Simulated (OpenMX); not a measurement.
# Tc under changes of volume

One of the cells (14.583 Å³/atom); the others are scaled copies at fixed shape and fractional positions:

```
CELL_PARAMETERS angstrom
2.75815 0.00000 0.00000
-1.37907 2.38862 0.00000
0.00000 0.00000 4.42713
ATOMIC_POSITIONS crystal
Tc 0.66667 0.33333 0.75000
Tc 0.33333 0.66667 0.25000
```

* Program: OpenMX 3.8.5
* Functional: PBE
* Potentials or basis: OpenMX 2013 PBE set, Tc7.0-s3p2d2, fixed grid of 28 × 28 × 54 points
* k mesh: 11 × 11 × 7
* Occupations: fermi-dirac, width 0.05 eV
* Spin: no spin polarisation

```csv
volume (Å³/atom),energy over the lowest point (meV/atom),largest force (eV/Å)
13.440,?,?
13.726,78.36,0.023
14.011,38.54,0.023
14.583,0.79,0.022
14.869,0.00,0.021
15.155,9.43,0.021
```

Question: What does the run at 13.440 Å³/atom give?

Answer: Energy over the lowest point 134.23 meV/atom; largest force 0.023 eV/Å.

Worked out: A Birch-Murnaghan fit of order 3 (a polynomial in V^(-2/3)) to the other rows has its minimum at 14.75 Å³/atom with B0 = V·E''(V) = 312 GPa and B' = 5.1 at fixed shape and positions, which overstates the stiffness. It gives 134.77 meV/atom at 13.440 Å³/atom, against the run's 134.23.

Energies are extrapolated to zero smearing.

Caveats: the basis of atomic orbitals isn't converged, which shifts pressures, moduli and gaps.
